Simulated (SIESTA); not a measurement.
## Bi2TeSe2 (Skippenite) under changes of volume

One of the cells (28.846 Å³/atom); the others are scaled copies at fixed shape and fractional positions:

```xyz
5
Lattice="2.0775 1.1994 9.6471 -2.0775 1.1994 9.6471 0.0000 -2.3988 9.6471" Properties=species:S:1:pos:R:3 pbc="T T T"
Bi    0.0000    0.0000   17.4210
Bi    0.0000    0.0000   11.5204
Te    0.0000    0.0000    0.0000
Se    0.0000    0.0000   22.8174
Se    0.0000    0.0000    6.1240
```

```yaml
Program: SIESTA 5.4.2
Functional: PBEsol
Potentials_or_basis: PseudoDojo 0.4 standard (PBEsol files)
Basis: DZP (energy shift 0.003 Ry; two zetas on semicore shells)
Grid_cutoff: 500 Ry
Energy_shift: 0.003 Ry
k_mesh: 7 × 7 × 7
Occupations: fermi-dirac, width 0.05 eV
Spin: no spin polarisation
```

```tsv
volume (Å³/atom)	energy over the lowest point (meV/atom)	pressure (GPa)	gap on the mesh (eV)	largest force (eV/Å)
27.669	?	?	?	?
28.257	50.77	6.5	0.41	1.676
28.846	29.94	4.9	0.43	1.645
30.023	5.08	2.0	0.45	1.583
30.612	0.00	0.8	0.46	1.558
```

Task: What does the run at 27.669 Å³/atom give?

Result: Energy over the lowest point 77.05 meV/atom; pressure 8.4 GPa; gap on the mesh 0.40 eV; largest force 1.718 eV/Å.

Worked out: A Birch-Murnaghan fit of order 2 (a polynomial in V^(-2/3)) to the other rows has its minimum at 31.01 Å³/atom, just outside them, with B0 = V·E''(V) = 58 GPa at fixed shape and positions, which overstates the stiffness. It gives 77.90 meV/atom at 27.669 Å³/atom, against the run's 77.05, and -dE/dV = 8.3 GPa, against 8.4. A straight line through the other rows of the gap, of slope 0.6 eV per unit of ln V (its deformation potential), extrapolates to 0.40 eV, against the run's 0.40.

Energies are extrapolated to zero smearing.

Caveats: spin-orbit coupling is left out, which as a rule narrows the gap of such compounds by several tenths of an eV; an odd mesh through Γ misses points on the zone boundary, where band edges often lie; the basis of atomic orbitals isn't converged, which shifts pressures, moduli and gaps; forces of over 1 eV/Å show positions far from the minimum, so gaps and moduli don't describe the material at rest.
